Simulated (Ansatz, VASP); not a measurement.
# Cross-check of HfO2 (HfO2 (P2_1/c)) between VASP and Ansatz

Wanted: the spread between two codes on one cell, functional and k mesh. The cell is taken from a series of runs on this material, whose earlier steps may have relaxed, scaled, displaced or heated it; both programs get it as it stands.

Calculated with Ansatz 0.2.0; plane waves, with VASP 6.6.1 beside it; relaxation of cell and atoms at PBEsol.

## 1. Starting point

The cell holds 12 atoms: 4 Hf and 8 O. Its edges and angles: a = 5.094 Å, b = 5.151 Å, c = 5.276 Å, α = 90.0°, β = 99.6°, γ = 90.0°.

## 2. Ansatz: relaxation of cell and atoms, PBEsol

Ansatz runs on its PAW soft_1 files.

The relaxed volume is the usual yardstick between codes: in a stiff, nearly cubic crystal its relative difference is about their pressure difference at one cell divided by the bulk modulus.

input.yaml

```yaml
crystal:
  lattice:
    - [5.094175, 0.0, 0.0]
    - [0.0, 5.1506447, 0.0]
    - [-0.876169, 0.0, 5.2029535]
  atoms:
    - { symbol: Hf, position: [0.27613578, 0.45806468, 0.70790733] }
    - { symbol: Hf, position: [0.72386422, 0.95806468, 0.79209267] }
    - { symbol: Hf, position: [0.72386422, 0.54193532, 0.29209267] }
    - { symbol: Hf, position: [0.27613578, 0.04193532, 0.20790733] }
    - { symbol: O, position: [0.44799782, 0.74252595, 0.97857799] }
    - { symbol: O, position: [0.55200218, 0.24252595, 0.52142201] }
    - { symbol: O, position: [0.55200218, 0.25747405, 0.02142201] }
    - { symbol: O, position: [0.44799782, 0.75747405, 0.47857799] }
    - { symbol: O, position: [0.06836078, 0.33075888, 0.34625278] }
    - { symbol: O, position: [0.93163922, 0.83075888, 0.15374722] }
    - { symbol: O, position: [0.93163922, 0.66924112, 0.65374722] }
    - { symbol: O, position: [0.06836078, 0.16924112, 0.84625278] }
basis:
  ecutwfc: 420
  xc_grid: 2
hamiltonian:
  xc: pbesol
  pseudopotentials: { kind: paw, azcp: { folder: soft_1 }, xc_functional: pbe }
kpoints:
  mp_grid: { grid: [6, 6, 6] }
scf:
  occupations: { method: fixed }
  max_iter: 100
relax:
  f_tol: 0.005
  max_steps: 60
  cell: {}
output:
  forces: true
  stress: true
checkpoint:
  write: "../cell.run"
  compress: false
  write_wavefunctions: false
  write_every: 100000
```

Launch:

```bash
> ansatz run input.yaml --threads 32 --pin off --max-ram 84787MiB --backend cpu --events-out ev --progress --plain --runs-dir out
```

Numbers of over 12 decimals in the logs are rounded to 6 here.

Output:

```text
Engine: ansatz 0.2.0, aarch64-unknown-linux-gnu
Pseudopotentials: kind: paw
Pseudopotential: Hf, paw, valence charge 26, recommended cutoff 420 eV (normal), soft_1/Hf.paw.azcp
Pseudopotential: O, paw, valence charge 6, recommended cutoff 420 eV (normal), soft_1/O.paw.azcp
Functional definition: PBEsol
  exchange = pbesol_x
  correlation = pbesol_c
Crystal: 12 atoms, lattice volume = 136.517 Å³
Basis set: ecut = 420 eV, 2677 PW (Γ), exchange–correlation on 72×72×72 points (8 copies of the dense FFT grid, shifted against one another)
Bands: 92, of which v1, the nominal top of the filled ones, is band 76 counted from 1 (75 counted from 0)
Symmetry: 4 space group operations
Space group: P21/c (ITA 14), of the structure as read, at distance tolerance 5.1e-5 Å
k-points: 80 of 216
Non-local potential: Hf, projectors of the file, l = 0: 3, l = 1: 2, l = 2: 2, l = 3: 3
Non-local potential: O, projectors of the file, l = 0: 2, l = 1: 2, l = 2: 1
PAW form: soft (Blöchl's): semilocal exchange-correlation on the pseudo side does not see the compensation charge
PAW frozen core: Hf, regenerated for the run's functional, and the local potential with it (the file was generated under x = pbe(κ = 0.804, μ = 0.219515), c = pbe(β = 0.066725))
PAW frozen core: O, regenerated for the run's functional, and the local potential with it (the file was generated under x = pbe(κ = 0.804, μ = 0.219515), c = pbe(β = 0.066725))
PAW one-centre angular grid: Hf, 590 points (default); XC on 64 Gauss nodes
PAW one-centre angular grid: O, 110 points (default); XC on 64 Gauss nodes
Initial density: superposition of atomic densities (chi_scale 0.1, normalization cell, long waves kept (reshape's long-wave potential 0.02 eV rms))
Initial wavefunctions: pseudopotential atomic-orbital guess
Functional: x = pbesol(κ = 0.804, μ = 0.123457), c = pbesol(β = 0.046)
SCF iter   1: F=—  HF=-66907.276322 eV  |Δ(HF+E_count)|=         —  Δρ=9.31e-2  dr2=9.67e0  Hψ=20105
preconditioner: auto → Resta (q_TF=auto, 2.778 Å⁻¹)  ε∞=4.9  [insulator: Δε(μ)=3.037 eV  Ē_g=19.248 eV  n_scr=48 (ndim 8)  ℏωp=38.1 eV  f_vac=0.007  ε∞_Penn≈4.9]
SCF iter   2: F=—  HF=-66905.037303 eV  |Δ(HF+E_count)|=    2.24e0  Δρ=4.19e-2  dr2=2.25e0  Hψ=14446
[...]
SCF iter  11: F=-66904.250994 eV  HF=-66904.250994 eV  |Δ(HF+E_count)|=   1.63e-7  Δρ=3.42e-6  dr2=1.66e-8  Hψ=30154
SCF 1 converged in 11 iterations: F = -66904.250994 eV  dr2 = 1.66e-8
  greatest PAW one-centre occupation: 0.999 electrons in one spin orbital (limit 2), on the Hf atom at site 2 (counted from 0), in its partial waves of l = 3
relax step   1: F+E_penalty+E_count = -66904.25099370 eV  Δ(F+E_penalty+E_count) = +0.000e0 eV  max|allowed force component| = 1.530e-1 eV/Å  Δτ_max = 0.0000 Å  P = +1.784 GPa  Ω = 136.517 Å³  (11 SCF iters, dr2 threshold 1.00e-7 eV, accepted)
[...]
relax step   2: F+E_penalty+E_count = -66904.25417460 eV  Δ(F+E_penalty+E_count) = -3.181e-3 eV  max|allowed force component| = 4.125e-2 eV/Å  Δτ_max = 0.0070 Å  P = -0.336 GPa  Ω = 137.526 Å³  energy of the carried Pulay correction = -3.512e-3 eV  (7 SCF iters, dr2 threshold 1.20e-6 eV, accepted)
[...]
relax step   3: F+E_penalty+E_count = -66904.25546794 eV  Δ(F+E_penalty+E_count) = -1.293e-3 eV  max|allowed force component| = 1.814e-2 eV/Å  Δτ_max = 0.0037 Å  P = -0.118 GPa  Ω = 137.425 Å³  energy of the carried Pulay correction = -3.160e-3 eV  (5 SCF iters, dr2 threshold 5.72e-7 eV, accepted)
[...]
relax step   4: F+E_penalty+E_count = -66904.25729885 eV  Δ(F+E_penalty+E_count) = -1.831e-3 eV  max|allowed force component| = 2.235e-2 eV/Å  Δτ_max = 0.0251 Å  P = -0.033 GPa  Ω = 137.240 Å³  energy of the carried Pulay correction = -2.517e-3 eV  (7 SCF iters, dr2 threshold 1.23e-7 eV, accepted)
[...]
relax step   5: F+E_penalty+E_count = -66904.25800261 eV  Δ(F+E_penalty+E_count) = -7.038e-4 eV  max|allowed force component| = 1.420e-2 eV/Å  Δτ_max = 0.0217 Å  P = -0.077 GPa  Ω = 137.121 Å³  energy of the carried Pulay correction = -2.105e-3 eV  (7 SCF iters, dr2 threshold 3.12e-8 eV, accepted)
[...]
relax step   6: F+E_penalty+E_count = -66904.25822769 eV  Δ(F+E_penalty+E_count) = -2.251e-4 eV  max|allowed force component| = 1.887e-3 eV/Å  Δτ_max = 0.0060 Å  P = +0.002 GPa  Ω = 137.124 Å³  energy of the carried Pulay correction = -2.117e-3 eV  (5 SCF iters, dr2 threshold 1.80e-7 eV, accepted)
[...]
relax step   7: F+E_penalty+E_count = -66904.26042248 eV  Δ(F+E_penalty+E_count) = -2.195e-3 eV  max|allowed force component| = 2.017e-3 eV/Å  Δτ_max = 0.0000 Å  P = +0.032 GPa  Ω = 137.124 Å³  stress off target by 4.59e-2 GPa  SCF on the basis re-selected at this cell (its energy is not comparable with the rows above)  (7 SCF iters)
basis re-selected at this cell: Δ(F+E_penalty+E_count) = -2.195e-3 eV, ΔP = +0.030 GPa vs the last step (what re-selecting the basis moved, of the pressure what is left beyond the Pulay correction that the steps carried, after the strain that the cell walked since its last selection, with what the two solves' SCF thresholds leave and, on support functions, any second-order correction that the steps lacked; it is no m
SCF converged after 7 iterations
Free energy (F): -66904.260422 eV
Harris-Foulkes:  -66904.260422 eV  (|F-HF|=1.46e-11)
Internal energy: -66904.260422 eV  (E = F + TS)
E sigma→0 (E₀):  -66904.260422 eV
Fermi energy:    12.995814 eV
--- Per-component energies (eV) ---
  E_band       = -157.874554
  E_kinetic    = 2971.047470
  E_local      = -29481.912859  (includes V_loc(G=0)·N_el)
  E_nonlocal   = 705.731295
  E_hartree    = 14002.749980
  E_xc         = -1623.480972
  E_vxc        = -1743.989866  (∫ρ·V_xc dr)
  E_paw        = -31573.299689  (= ΣΔE_a)
  E_vpaw       = -614.256730  (= ΣTr[D̂ρ^β])
  E_aug_tail   = 0.006528  (compensation charges beyond the density's cutoff)
  E_ewald      = -21910.388703
  E_core_change = 5.286528  (= ΣΔE_core)
  E_smearing   = -0.000000  (= −TS)
  E_closure    = 0.000000  (closes the sum)
  Σ components = -66904.260422   (vs F -66904.260422, Δ=0.00e0)
--- Forces (eV/Å), atoms counted from 1 ---
  atom   1  Hf     0.00005037     0.00201716    -0.00041454
  atom   2  Hf    -0.00005037     0.00201716     0.00041454
  atom   3  Hf    -0.00005037    -0.00201716     0.00041454
  atom   4  Hf     0.00005037    -0.00201716    -0.00041454
  atom   5  O     -0.00093199     0.00022861     0.00002958
  atom   6  O      0.00093199     0.00022861    -0.00002958
  [... 6 more lines of this table ...]
  max |Σ_I F_I| component: 0.00e0 eV/Å
--- Stress (GPa, compression-positive) ---
        0.027246       0.000000      -0.005409
        0.000000       0.045878       0.000000
       -0.005409       0.000000       0.022463
  P = ⅓ Tr σ = 0.0319 GPa (0.319 kbar)
--- Relaxed structure (6 steps of the walk, 6 accepted, 1 SCFs on fresh bases) ---
  F+E_penalty+E_count = -66904.26042248 eV   max|allowed force component| = 2.017e-3 eV/Å   (the final SCF, on the basis selected at the relaxed cell)
  cell:  # Å, volume = 137.1243 Å³
    - [5.096062, 0.0, -0.00164836]
    - [0.0, 5.177531, 0.0]
    - [-0.878177, 0.0, 5.197337]
  atoms:
    - { symbol: Hf, position: [0.277155, 0.457022, 0.708187] }
    - { symbol: Hf, position: [0.722845, 0.957022, 0.791813] }
    - { symbol: Hf, position: [0.722845, 0.542978, 0.291813] }
    - { symbol: Hf, position: [0.277155, 0.042978, 0.208187] }
    - { symbol: O, position: [0.447132, 0.741797, 0.980022] }
    - { symbol: O, position: [0.552868, 0.241797, 0.519978] }
  [... 6 more lines of this table ...]
```

Reading the cycles: dr2 is the Hartree energy of the density residual (eV), the measure of convergence; HF is the Harris–Foulkes estimate of the energy, which meets the free energy F at convergence.

(Part 1 of 2 ends here.)

[Lines on the potential files, build, host, timing and source positions are cut from VASP's logs without a mark.]

[Logs are printed without paths, hosts, clocks, repeated set-up lines and the standing remarks that a program may print on its own settings, such as how far it seeks lower states.]

[Hosts, paths, dates, database ids (printed as entryN), source tags and the programs' standing remarks are cut or masked in the printed files.]
